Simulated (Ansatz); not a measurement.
An Ansatz run on BeTe built on the zincblende prototype left the output below. The cell was relaxed with r2SCAN and then strained (epitaxial +4.0 % in the plane normal to [111], free normal strain -1.43 %), with the atoms relaxed again with r2SCAN; k points keep the names of the unstrained zone.

Structure:
```
CELL_PARAMETERS angstrom
-0.10247 2.83930 2.83930
2.83930 -0.10247 2.83930
2.83930 2.83930 -0.10247
ATOMIC_POSITIONS crystal
Be 0.99832 0.99832 0.99832
Te 0.25168 0.25168 0.25168
```

Main lines of the log:
```
scf.n_extra_bands = 4 over 9 filled bands (N_el = 18.0): the run solves 13 bands
Functional definition: r2SCAN
Crystal: 2 atoms, lattice volume = 48.256 Å³
Basis set: ecut = 500 eV, 1229 PW (Γ)
Bands: 13, of which v1, the nominal top of the filled ones, is band 9 counted from 1 (8 counted from 0)
Symmetry: 6 space group operations
Space group: R3m (ITA 160)
k-points: 65 of 512 (time reversal used)
preconditioner: auto → none  [insulator: Δε(μ)=2.206 eV  ℏωp=15.1 eV]
SCF converged after 6 iterations
Free energy (F): -7089.030221 eV
Fermi energy:    6.434093 eV
--- Per-component energies (eV) ---
  E_band       = -294.580227
  E_kinetic    = 197.593629
  E_local      = -1435.551244
  E_nonlocal   = -305.792907
  E_hartree    = 883.877444
  E_xc         = -132.760693
  E_vxc        = -131.952621
  E_paw        = -4748.107906
  E_vpaw       = -394.175985
  E_vtau       = 7.545149
  E_ewald      = -1548.561335
  E_core_change = 0.272828
--- Forces (eV/Å), atoms counted from 1 ---
  atom   1  Be    -0.00200    -0.00200    -0.00200
  atom   2  Te      0.00204      0.00204      0.00204
--- Stress (GPa, compression-positive) ---
       -3.237775       1.620674       1.620674
        1.620674      -3.237775       1.620674
        1.620674       1.620674      -3.237775
  P = ⅓ Tr σ = -3.2378 GPa (-32.378 kbar)
--- Band table (eV; the first three rows and the last of 65) ---
  k-point 0: bands = […, -30.6150, -30.6150, -6.0444, 6.1385, 6.1385, 6.4341, 9.8726, 10.1684, 10.1684, 10.9755]
  k-point 1: bands = […, -30.6151, -30.6148, -5.9091, 4.9308, 5.9612, 6.1928, 10.0713, 10.4761, 10.9073, 11.5444]
  k-point 2: bands = […, -30.6153, -30.6142, -5.5401, 3.0308, 5.6144, 5.7842, 9.9383, 11.0128, 11.3972, 13.4720]
  k-point 64: bands = […, -30.6129, -30.6129, -4.6124, 0.9961, 4.9544, 4.9544, 9.1618, 11.1125, 11.1125, 14.4138]
```

Levels at the listed points, from bands.tsv (eV from the Fermi energy, bands near the gap, counted from 0):
```tsv
# k_distance	band_4	band_5	band_6	band_7	band_8	band_9	band_10	band_11	band_12
# fermi_ev = 6.434093
# [0, 0, 0] at k_distance = 0.000000
# [-0.5, -0.5, 0] at k_distance = 1.087905
# [-0.375, -0.375, 0.25] at k_distance = 1.479474
# [-0.375, 0, 0.375] at k_distance = 2.141624
# [0, 0, 0.5] at k_distance = 2.803774
# [-0.5, -0.25, 0.25] at k_distance = 3.586911
# [0, 0.5, 0.5] at k_distance = 4.820804
# levels_relative_to = fermi_ev
0.000	-37.049	-12.479	-0.296	-0.296	0.000	3.439	3.734	3.734	4.541
1.088	-37.046	-10.767	-5.122	-2.830	-2.446	2.238	2.989	9.656	9.942
1.479	-37.047	-10.758	-4.777	-3.728	-2.417	2.779	5.893	7.999	8.044
2.142	-37.047	-10.826	-4.806	-3.818	-2.078	3.207	5.090	7.765	8.820
2.804	-37.047	-11.285	-5.473	-1.196	-1.091	3.264	4.787	5.115	8.359
3.587	-37.047	-10.742	-4.646	-3.598	-3.126	5.266	5.551	6.199	6.412
4.821	-37.046	-10.767	-5.122	-2.830	-2.446	2.238	2.989	9.656	9.942
```
In order the rows are Γ, X, U, K, L, W, X.

**Question.** Which of these blocks stood in the input: relax, gw, phonons, dielectric, magnetization (spin_orbit)?

**Answer.** None of them. A single point prints forces and stress when the output block asks for them.

**Question.** Which k mesh was typed?

**Answer.** 8×8×8, Γ-centred.

**Question.** How were the bands filled?

**Answer.** Fixed occupations.

Run as `ansatz run input.yaml --threads 2 --pin off --max-ram 18432MiB --backend cpu --events-out ev --progress --plain --runs-dir out`. It took 3.7 s on 2 threads of AMD EPYC 7R13 Processor (Zen 3), on a shared host; peak host memory 0.57 GiB.

No spin polarisation and no zero-point or thermal motion.

No spin-orbit coupling is included; it can move band edges with weight on the heavy atoms by tenths of an eV.
